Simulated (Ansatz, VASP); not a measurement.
**Two plane-wave programs on Zr3C2**

```
Zr C
1.0
     5.12796    0.00000    0.00000
     0.00000    5.12796    0.00000
     0.00000    0.00000    3.97878
Zr C
3 2
Direct
  0.00000 0.50000 0.00000
  0.50000 0.00000 0.00000
  0.50000 0.50000 0.00000
  0.50000 0.50000 0.50000
  0.00000 0.00000 0.50000
```

Alike in both runs: task relaxation of cell and atoms; functional PBE; k mesh 8 × 8 × 10; occupations gaussian, width 0.1 eV; no spin polarisation.

```csv
,VASP,Ansatz
version,VASP 6.6.1,Ansatz 0.2.0
potentials or method,"VASP PAW PBE potentials, release 64 (Zr_sv, C)","scalar-relativistic, plane waves, PAW"
plane-wave cutoff (eV),600,420
valence electrons in the cell,44,44
```

```csv
,VASP,Ansatz,Ansatz less VASP
"gap on the k mesh at the Fermi level, each at its own relaxed structure (eV)",none,none,-
relaxed volume (Å³/atom),20.74,20.72,-0.018
relaxed cell length with the largest relative difference (Å),5.086,5.084,-0.0023
energy change over the relaxation (meV/atom),-3,-3,-0.3
```

A gap of «none» marks a metal or a gap that the smearing closes.
